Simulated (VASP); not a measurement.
Set up this calculation in VASP 6.6.1, as the native input.

```
Task                   : single point
Functional             : PBE
Potentials or basis    : VASP PAW PBE potentials, release 64 (Pd)
Cutoff                 : 520 eV
k mesh                 : 6 × 6 × 1
Occupations            : gaussian, width 0.1 eV
Spin                   : no spin polarisation
Dipole correction      : yes
Further INCAR settings : ALGO = Fast; EDIFF = 1e-07; NBANDS = 72
```

The structure of Pd lies in POSCAR:

```
Pd
1.0
    5.5751887913      0.0000000000      0.0000000000
   -2.7875943957      4.8282551242      0.0000000000
    0.0000000000      0.0000000000     20.0521225866
Pd
12
Direct
    0.3333333333      0.1666666667      0.1994801290
    0.3333333333      0.6666666667      0.1994801290
    0.8333333333      0.1666666667      0.1994801290
    0.8333333333      0.6666666667      0.1994801290
    0.1666666667      0.3333333333      0.3129873791
    0.1666666667      0.8333333333      0.3129873791
    0.6666666667      0.3333333333      0.3129873791
    0.6666666667      0.8333333333      0.3129873791
    0.0000000000      0.0000000000      0.4264946292
    0.0000000000      0.5000000000      0.4264946292
    0.5000000000      0.0000000000      0.4264946292
    0.5000000000      0.5000000000      0.4264946292
```

The slab is cut from a database's or a generator's crystal, which needn't be the stable form of the element.

The cell isn't the ideal one: the clean substrate in the cell of the map.

These files were run (other wordings do the same):

INCAR

```
PREC     = Accurate       # precision mode
ENCUT    = 520            # plane-wave cutoff, eV
EDIFF    = 1E-7           # SCF threshold, eV
ISMEAR   = 0              # smearing method
SIGMA    = 0.1            # smearing width, eV
LREAL    = F              # projectors in reciprocal space
LASPH    = T              # aspherical terms in the spheres
NELM     = 100            # most SCF steps
ALGO     = Fast           # electronic algorithm
ISIF     = 2              # what is computed and relaxed
LWAVE    = F              # write WAVECAR
LCHARG   = F              # write CHGCAR
LDIPOL   = T            
IDIPOL   = 3            
DIPOL    = 0.5 0.5 0.313
GGA      = PE             # functional
NBANDS   = 72             # bands
```

KPOINTS

```
Automatic mesh
0
Gamma
  6 6 1
```

Potentials or basis: VASP PAW PBE potentials, release 64 (Pd).

Command:

```console
$ cat potpaw_PBE.64/Pd/POTCAR > POTCAR
$ mpirun -np 1 vasp_std > vasp.out
```

It gave:

```yaml
Largest_force: 0.012 eV/Å
Band_gap_on_the_k_mesh: none (metal or under the smearing width)
```

Run time: 5.9 min on 1 thread of Intel(R) Xeon(R) 6975P-C (Granite Rapids), with other jobs on the host, peak memory 0.67 GiB.
